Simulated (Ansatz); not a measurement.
## Computed properties of Na2S

```
Na S
1.0
     0.00000    3.26300    3.26300
     3.26300    0.00000    3.26300
     3.26300    3.26300    0.00000
Na S
2 1
Direct
  0.25000 0.25000 0.25000
  0.75000 0.75000 0.75000
  0.00000 0.00000 0.00000
```

Atoms are numbered in the order listed.

The cell is COD entry 1011374, as deposited and not checked against the literature; nothing was relaxed.

Level of theory: DFT, PBE, all-electron LAPW, scalar-relativistic in Ansatz 0.2.0.

Numerical set-up: a Γ-centred 8×8×8 k mesh, Fermi–Dirac smearing of 0.02 eV, basis error target 1 meV/atom, no spin polarisation.

```
Löwdin charges (with 0.08 e of the cell spilling out of the atomic basis, so their sizes and signs hang on that basis) : Na1 0.63, S3 -1.17 e
Volume per atom                                                                                                        : 23.16 Å³
```

Give the computed value. Pressure at this cell.

0.58 GPa.

Predict this quantity. Band gap.

2.51 eV, direct at Γ.
